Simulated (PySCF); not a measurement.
**Telling isomers of C4H8 apart by NMR**

PySCF 2.14 calculation with shielding tensors at PBE0/pcSseg-1 (GIAO), GFN2-xTB geometry and spin–spin couplings from B3LYP/pcJ-1 (spin–dipole term left out of most H,H and C,H couplings); no relativistic terms, gas phase, averaged over atoms made equivalent by symmetry, fast rotation or ring inversion, one computed conformer.

δ = σ(ref) − σ, references computed at the same level: 1H (σref 31.72) and 13C (σref 186.93) vs TMS. Multiplet labels drop J under 1 Hz and among equivalent protons, and merge close values. Unscaled 3J(H,H) run several per cent high. Shifts are as computed. Against solution values, carbons near 30 ppm lie about +3 ppm off and those near 130 ppm about +5 ppm. Of 1211 compounds with measured shifts, 218 miss one by over three times the rms of a fit or turn the order of signals round; such compounds aren't used in these exercises.

(1) Tabulate the signals of `C=CCC`, `C1CCC1` and their relative energies.

(2) What is the quickest way to tell C=CCC from C1CCC1?

Results:

(1) 
| SMILES | carbon types | δC | δH | E rel. (kcal/mol) |
| --- | --- | --- | --- | --- |
| C=CCC | 1×CH 2×CH2 1×CH3 | 150.2, 120.2, 34.1, 17.4 | 6.15 (ddt, 1H), 5.38 (dt, 1H), 5.20 (dt, 1H), 2.13 (quint of t, 2H), 1.06 (t, 3H) | 0.0 |
| C1CCC1 | 4×CH2 | 21.2 | 2.10 (s, 8H) | 2.5 |

Energies are electronic energies at PBE0/pcSseg-1 on these geometries, without zero-point or thermal terms, each for the one conformer computed, which needn't be the lowest.

(2) Count the carbon signals: 4 against 1. The first has an alkene CH at 150.2 ppm, the second an sp3 CH2 in a ring at 21.2 ppm. In the proton spectra the most deshielded non-exchanging signals are 6.15 (ddt, J = 17.4, 11.2, 7.8 Hz, 1H) and 2.10 (s, 8H).
